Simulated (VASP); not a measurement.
A run of VASP 6.6.1 is set up as follows.

POSCAR

```
SiNi
1.0
    4.5036940000      0.0000000000      0.0000000000
    0.0000000000      4.5036940000      0.0000000000
    0.0000000000      0.0000000000      4.5036940000
Ni Si
4 4
Direct
    0.1495040000      0.1495040000      0.1495040000
    0.6495040000      0.3504960000      0.8504960000
    0.8504960000      0.6495040000      0.3504960000
    0.3504960000      0.8504960000      0.6495040000
    0.8468300000      0.8468300000      0.8468300000
    0.3468300000      0.6531700000      0.1531700000
    0.1531700000      0.3468300000      0.6531700000
    0.6531700000      0.1531700000      0.3468300000
```

The input INCAR.step1:

```
SYSTEM = SiNi
PREC = Accurate
ENCUT = 600
EDIFF = 1E-8
ISMEAR = 0
SIGMA = 0.02
LREAL = .False.
LASPH = .True.
NELM = 100
ALGO = Normal
ISIF = 3
LWAVE = .False.
LCHARG = .False.
ISPIN = 2
MAGMOM = 1 1 1 1 0 0 0 0
LORBIT = 11
LMAXMIX = 4
GGA = PS
IBRION = 2
NSW = 40
EDIFFG = -0.002
```

Contents of INCAR.step2:

```
SYSTEM = SiNi
PREC = Accurate
ENCUT = 600
EDIFF = 1E-8
ISMEAR = 0
SIGMA = 0.02
LREAL = .False.
LASPH = .True.
NELM = 100
ALGO = Normal
ISIF = 2
LWAVE = .False.
LCHARG = .False.
ISPIN = 2
MAGMOM = 1 1 1 1 0 0 0 0
LORBIT = 11
LMAXMIX = 4
GGA = PS
IBRION = 8
NSW = 1
```

Contents of KPOINTS:

```
regular mesh
0
Gamma
  4 4 4
  0 0 0
```

Potentials or basis: VASP PAW PBE potentials, release 64 (Ni, Si).

Run with:

```console
$ cat potpaw_PBE.64/Ni/POTCAR potpaw_PBE.64/Si/POTCAR > POTCAR
$ cp INCAR.step1 INCAR
$ mpirun -np 1 vasp_std > vasp.out
$ cp CONTCAR POSCAR
$ cp INCAR.step2 INCAR
$ mpirun -np 1 vasp_std > vasp.out
```

(1) Estimate the highest phonon frequency at Γ, LO-TO splitting left out.

(2) Estimate the net moment.

Answers

(1) 384 cm⁻¹.

(2) 0.25 μB per cell.
